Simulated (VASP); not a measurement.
# ZrH2 (Fm-3m) in VASP: single point with PBEsol

Aim: the single point of ZrH2 with PBEsol.

All numbers are computed with VASP 6.6.1; they aren't measurements. Logs are shortened: lines on timing, memory, paths and dates and some standing lists are left out, and cuts for length are marked.

## (1) The structure

Symmetry: Fm-3m, No. 225, cubic system. The conventional cell has a = 4.818 Å, b = 4.818 Å, c = 4.818 Å, α = 90.00°, β = 90.00°, γ = 90.00°. Zr (site symmetry m-3m) has 8 H at 2.09 Å as nearest neighbours. Around H (site symmetry -43m) lie 4 Zr at 2.09 Å.

The cell is a database's computed one.

## (2) Single point, PBEsol

Input file INCAR:

```
PREC = Accurate
ENCUT = 520
EDIFF = 1E-6
ISMEAR = -1
SIGMA = 0.05
LREAL = F
LASPH = T
NELM = 100
ALGO = Fast
ISIF = 2
LWAVE = F
LCHARG = F
GGA = PS
NBANDS = 14
```

Input file KPOINTS:

```
Automatic mesh
0
Gamma
  6 6 6
```

Input file POSCAR:

```
ZrH2
1.0
    0.0000000000      2.4092300000      2.4092300000
    2.4092300000      0.0000000000      2.4092300000
    2.4092300000      2.4092300000      0.0000000000
Zr H
1 2
Direct
    0.0000000000      0.0000000000      0.0000000000
    0.7500000000      0.7500000000      0.7500000000
    0.2500000000      0.2500000000      0.2500000000
```

Potentials or basis: VASP PAW PBE potentials, release 64 (Zr_sv, H).

The run is started by

```console
$ cat potpaw_PBE.64/Zr_sv/POTCAR potpaw_PBE.64/H/POTCAR > POTCAR
$ mpirun -np 1 vasp_std > vasp.out
```

OUTCAR:

```text
PREC = Accurate
   ENCUT = 520
   EDIFF = 1E-6
   ISMEAR = -1
   LREAL = F
   LASPH = T
   NELM = 100
   ISIF = 2
   GGA = PS

 ion  position               nearest neighbor table
   1  0.000  0.000  0.000-   2 2.09   2 2.09   2 2.09   2 2.09   3 2.09   3 2.09   3 2.09   3 2.09

   2  0.750  0.750  0.750-   1 2.09   1 2.09   1 2.09   1 2.09
   3  0.250  0.250  0.250-   1 2.09   1 2.09   1 2.09   1 2.09

  LATTYP: Found a face centered cubic cell.
 ALAT       =     4.8184600000

  Lattice vectors:

 A1 = (   0.0000000000,   2.4092300000,   2.4092300000)
 A2 = (   2.4092300000,   0.0000000000,   2.4092300000)
 A3 = (   2.4092300000,   2.4092300000,   0.0000000000)

Analysis of symmetry for initial positions (statically):
=====================================================================
 Subroutine PRICEL returns:
 Original cell was already a primitive cell.

 Routine SETGRP: Setting up the symmetry group for a
 face centered cubic supercell.

 Subroutine GETGRP returns: Found 48 space group operations
 (whereof 48 operations were pure point group operations)
 out of a pool of 48 trial point group operations.

The static configuration has the point symmetry O_h .

Analysis of symmetry for dynamics (positions and initial velocities):
=====================================================================
 Subroutine PRICEL returns:
 Original cell was already a primitive cell.

 Routine SETGRP: Setting up the symmetry group for a
 face centered cubic supercell.

 Subroutine GETGRP returns: Found 48 space group operations
 (whereof 48 operations were pure point group operations)
 out of a pool of 48 trial point group operations.

The dynamic configuration has the point symmetry O_h .

 Subroutine INISYM returns: Found 48 space group operations
 (whereof 48 operations are pure point group operations),
 and found     1 'primitive' translations

----------------------------------------------------------------------------------------

                                     Primitive cell

  volume of cell :      27.9682

  direct lattice vectors                    reciprocal lattice vectors
     0.000000000  2.409230000  2.409230000    -0.207535188  0.207535188  0.207535188
     2.409230000  0.000000000  2.409230000     0.207535188 -0.207535188  0.207535188
     2.409230000  2.409230000  0.000000000     0.207535188  0.207535188 -0.207535188

  length of vectors
     3.407165741  3.407165741  3.407165741     0.359461489  0.359461489  0.359461489
[... 86 lines left out ...]
   NUPDOWN=      -1.0000    fix difference up-down
   EMIN   =  10.00;   EMAX   =-10.00  energy-range for DOS
   EFERMI =   0.00;   METHOD = LEGACY
   ISMEAR =    -1;   SIGMA  =   0.05  broadening in eV -4-tet -1-fermi 0-gaus
   EFERMI_NEDOS =   21; number of points for ismear=-14 and -15
   IALGO  =     68    algorithm
   IMIX   =      4    mixing-type and parameters
     AMIX     =   0.40;   BMIX     =  1.00
     AMIX_MAG =   1.60;   BMIX_MAG =  1.00
  volume/ion in A,a.u.               =       9.32        62.91
  Fermi-wavevector in a.u.,A,eV,Ry     =   1.299858  2.456375 22.988823  1.689631
  Thomas-Fermi vector in A             =   2.431095
   LORBIT       =      0    0 simple, 1 ext, 2 COOP (PROOUT), +10 PAW based schemes
   GGA     = PS    functional components
   LHFCALC =     F    Hartree Fock is set to
   AEXX    =    0.0000 exact exchange contribution
   IVDW    =     0    specifies the selected vdW correction
   LEPSILON=     F    determine dielectric tensor
   LRPA    =     F    only Hartree local field effects (RPA)
 non-spin polarized calculation
 RMM-DIIS sequential band-by-band and
  energy-cutoff  :      520.00
  volume of cell :       27.97
 maximum number of plane-waves:       769
 NGX is ok and might be reduce to    28
   NGX = 13   NGY = 13   NGZ = 13

 number of electron      14.0000000 magnetization

 Free energy of the ion-electron system (eV)
  ---------------------------------------------------
  ext. energy  EPLUGINS =         0.00000000
  ---------------------------------------------------
  free energy    TOTEN  =       -17.58235503 eV

  energy without entropy =      -17.57065262  energy(sigma->0) =      -17.57650382

 E-fermi :   8.2375     XC(G=0): -11.2691

 val. band max:        8.2209908148   @ k =   0.1667   0.0000   0.0000
 cond. band min:       8.2462064859   @ k =   0.3333   0.0000   0.0000
 fundamental gap:      0.0252156711
 Fermi energy:         8.2375239222

 k-point     1 :       0.0000    0.0000    0.0000
  band No.  band energies     occupation
      1     -40.9090      2.00000
      2     -18.6939      2.00000
      3     -18.6939      2.00000
      4     -18.6939      2.00000
      5      -1.3209      2.00000
      6       7.0132      2.00000
      7       7.9289      1.99584
      8       7.9289      1.99584
      9       7.9289      1.99584
     10      10.5073      0.00000
     11      10.5073      0.00000
     12      19.1365      0.00000
     13      20.4787      0.00000
     14      20.4787      0.00000
[... 241 lines left out ...]
      1     -40.8081      2.00000
      2     -19.2309      2.00000
      3     -19.0187      2.00000
      4     -18.9146      2.00000
      5       2.2056      2.00000
      6       3.1766      2.00000
      7       5.6473      2.00000
      8       9.9992      0.00000
      9      12.1007      0.00000
     10      12.7999      0.00000
     11      14.1658      0.00000
     12      14.6409      0.00000
     13      17.6955      0.00000
     14      19.2655      0.00000

------------------------ aborting loop because EDIFF is reached ----------------------------------------

  FORCE on cell =-STRESS in cart. coord.  units (eV):
  Direction    XX          YY          ZZ          XY          YZ          ZX
  --------------------------------------------------------------------------------------
  -------------------------------------------------------------------------------------
  Total       -0.8173737     -0.8173737     -0.8173737     -0.0000000      0.0000000      0.0000000
  in kB      -46.8237769    -46.8237769    -46.8237769     -0.0000000      0.0000000      0.0000000
  external PRESSURE =     -46.8237769 kB  Pullay stress =       0.0000000 kB

 VOLUME and BASIS-vectors are now :
 -----------------------------------------------------------------------------
  energy-cutoff  :      520.00
  volume of cell :       27.97
      direct lattice vectors                 reciprocal lattice vectors
     0.000000000  2.409230000  2.409230000    -0.207535188  0.207535188  0.207535188
     2.409230000  0.000000000  2.409230000     0.207535188 -0.207535188  0.207535188
     2.409230000  2.409230000  0.000000000     0.207535188  0.207535188 -0.207535188

 POSITION                                       TOTAL-FORCE (eV/Angst)
 -----------------------------------------------------------------------------------
      0.00000      0.00000      0.00000         0.000000      0.000000      0.000000
      3.61384      3.61384      3.61384         0.000000      0.000000     -0.000000
      1.20461      1.20461      1.20461        -0.000000     -0.000000      0.000000
 -----------------------------------------------------------------------------------
    total drift:                               -0.000000     -0.000000      0.000000

  FREE ENERGIE OF THE ION-ELECTRON SYSTEM (eV)
  ---------------------------------------------------
  free  energy   TOTEN  =       -17.5823550292 eV

  energy  without entropy=      -17.5706526206  energy(sigma->0) =      -17.57650382
```

stdout:

```text
POSCAR found type information on POSCAR ZrH
 POSCAR found :  2 types and       3 ions
 scaLAPACK will be used
 -----------------------------------------------------------------------------
|                                                                             |
|                                                                             |
|     You enforced a specific xc type in the INCAR file but a different       |
|     I HOPE YOU KNOW WHAT YOU ARE DOING!                                     |
|                                                                             |
 -----------------------------------------------------------------------------

 LDA part: xc-table for (Slater+PW92), standard interpolation
 POSCAR, INCAR and KPOINTS ok, starting setup
 FFT: planning ... GRIDC
 FFT: planning ... GRID_SOFT
 FFT: planning ... GRID
 WAVECAR not read
 entering main loop
```

Wall time 6.5 s (1 thread of Intel Xeon 6975P-C (Granite Rapids), shared host); peak memory 0.15 GiB.

Results:

| Quantity | Value |
| --- | --- |
| Free energy | -17.5824 eV |
| Pressure | -4.7 GPa |
| Band gap on the k mesh | none (metal or under the smearing width) |

Caveat: the k mesh is coarse (spacing up to 0.38 Å⁻¹), so the values aren't converged; the PAW data sets were made with another functional, which shifts forces and pressure a little.
